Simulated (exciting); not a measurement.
Co under changes of volume

One of the cells (10.842 Å³/atom); the others are scaled copies at fixed shape and fractional positions:

```xyz
1
Lattice="0.0000 1.7567 1.7567 1.7567 0.0000 1.7567 1.7567 1.7567 0.0000" Properties=species:S:1:pos:R:3 pbc="T T T"
Co    0.0000    0.0000    0.0000
```

This isn't the form of Co at room conditions, which is hcp.

- Program: exciting (release sodium)
- Functional: PBE
- Potentials or basis: all-electron LAPW+lo, shipped species files, valence relativity iora*
- rgkmax: 8
- k mesh: 13 × 13 × 13
- Occupations: fermi-dirac, width 0.05 eV
- Spin: collinear spin, ferromagnetic start

```tsv
volume (Å³/atom)	energy over the lowest point (meV/atom)	moment (μB per cell)
10.191	?	?
10.408	16.15	1.62
10.625	5.58	1.63
10.842	1.10	1.63
11.058	0.00	1.64
11.275	7.22	1.64
11.492	20.98	1.65
```

Question: What does the run at 10.191 Å³/atom give?

Answer: Energy over the lowest point 35.00 meV/atom; moment 1.62 μB per cell.

Worked out: A Birch-Murnaghan fit of order 3 (a polynomial in V^(-2/3)) to the other rows has its minimum at 10.95 Å³/atom with B0 = V·E''(V) = 229 GPa (rough, since the energies scatter). It gives 29.05 meV/atom at 10.191 Å³/atom, against the run's 35.00. A straight line through the other rows of the moment, of slope 0.025 μB per Å³/atom, extrapolates to 1.62 μB, against the run's 1.62.

Energies are extrapolated to zero smearing.

Caveats: rgkmax is low for these elements, so energy differences scatter by about 1 meV per atom; the free energy is that total less TS from the occupations.
